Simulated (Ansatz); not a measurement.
La2O3:

```
La O
1.0
     6.37027    0.00000    0.00000
    -3.18514    5.51682    0.00000
     0.00000    0.00000    3.28989
La O
2 3
Direct
  0.66667 0.33333 0.49810
  0.33333 0.66667 0.50190
  0.50461 0.00000 0.00000
  0.00000 0.50461 0.00000
  0.49539 0.49539 0.00000
```

The cell comes from a database or a generator and needn't be the stable form of this composition.

| Quantity | Value |
| --- | --- |
| Program | Ansatz 0.2.0 |
| Task | relaxation of cell and atoms |
| Functional | PBEsol |
| Potentials or basis | Ansatz PAW |
| Cutoff | 420 eV (not typed: the program's choice for these potentials) |
| k mesh | 5 × 5 × 8 |
| Occupations | fermi-dirac, width 0.05 eV |
| Spin | no spin polarisation |

At the start: volume 23.12 Å³/atom.

Problem. How do energy, volume and symmetry change on relaxing?

Solution. It ends after 7 steps and the volume is 22.38 Å³/atom (-3.2 %); space group P6/mmm (No. 191, to 0.05 Å).

Step by step:
| step | energy change (eV) | largest force (eV/Å) | volume (Å³) |
| --- | --- | --- | --- |
| 1 | 0.0000 | 0.0442 | 115.62 |
| 2 | -0.0438 | 0.0118 | 111.84 |
| 3 | -0.0458 | 0.0025 | 112.02 |
| 4 | -0.0458 | 0.0001 | 112.01 |
| 5 | -0.0396 | 0.0001 | 112.01 |
| 6 | -0.0399 | 0.0000 | 111.89 |
| 7 | -0.0396 | 0.0000 | 111.89 |

Final structure:
```cif
data_structure
_symmetry_space_group_name_H-M 'P 1'
_symmetry_Int_Tables_number 1
_cell_length_a 6.3031
_cell_length_b 6.3031
_cell_length_c 3.2519
_cell_angle_alpha 90.000
_cell_angle_beta 90.000
_cell_angle_gamma 120.000
_cell_volume 111.89
loop_
_atom_site_label
_atom_site_type_symbol
_atom_site_fract_x
_atom_site_fract_y
_atom_site_fract_z
_atom_site_occupancy
La1 La 0.66667 0.33333 0.50000 1
La2 La 0.33333 0.66667 0.50000 1
O1 O 0.50000 0.00000 0.00000 1
O2 O 0.00000 0.50000 0.00000 1
O3 O 0.50000 0.50000 0.00000 1
```

Caveat: the plane-wave basis is chosen anew once the cell has moved, so the energies of steps on either side of that aren't comparable; the pressure holds a Pulay correction of +0.3 GPa for the finite cutoff; the PAW data sets come from PBE, with cores solved anew for the run's functional, which leaves a small shift of forces and pressure.
